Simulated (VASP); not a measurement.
## AlCu3 under changes of volume

One of the cells (12.285 Å³/atom); the others are scaled copies at fixed shape and fractional positions:

```
Cu Al
1.0
     0.00000    2.90714    2.90714
     2.90714    0.00000    2.90714
     2.90714    2.90714    0.00000
Cu Al
3 1
Direct
  0.75000 0.75000 0.75000
  0.25000 0.25000 0.25000
  0.50000 0.50000 0.50000
  0.00000 0.00000 0.00000
```

The cell comes from a database or a generator and needn't be the stable form of this composition.

* Program: VASP 6.6.1
* Functional: PBEsol
* Potentials or basis: VASP PAW PBE potentials, release 64 (Cu, Al)
* Cutoff: 520 eV
* k mesh: 8 × 8 × 8
* Occupations: fermi-dirac, width 0.05 eV
* Spin: no spin polarisation

| volume (Å³/atom) | energy over the lowest point (meV/atom) | pressure (GPa) |
| --- | --- | --- |
| 11.321 | 19.83 | 10.5 |
| 11.562 | 7.10 | 6.6 |
| 11.803 | 0.00 | 3.1 |
| 12.285 | 0.34 | -3.1 |
| 12.526 | 6.75 | -5.6 |
| 12.767 | ? | ? |

What does the run at 12.767 Å³/atom give?

Energy over the lowest point 16.74 meV/atom; pressure -7.8 GPa.

Worked out: A Birch-Murnaghan fit of order 3 (a polynomial in V^(-2/3)) to the other rows has its minimum at 12.03 Å³/atom with B0 = V·E''(V) = 150 GPa and B' = 4.7. It gives 16.73 meV/atom at 12.767 Å³/atom, against the run's 16.74, and -dE/dV = -7.7 GPa, against -7.8.

Energies are extrapolated to zero smearing.

Caveats: the PAW data sets were made with another functional, which shifts forces and pressure a little.
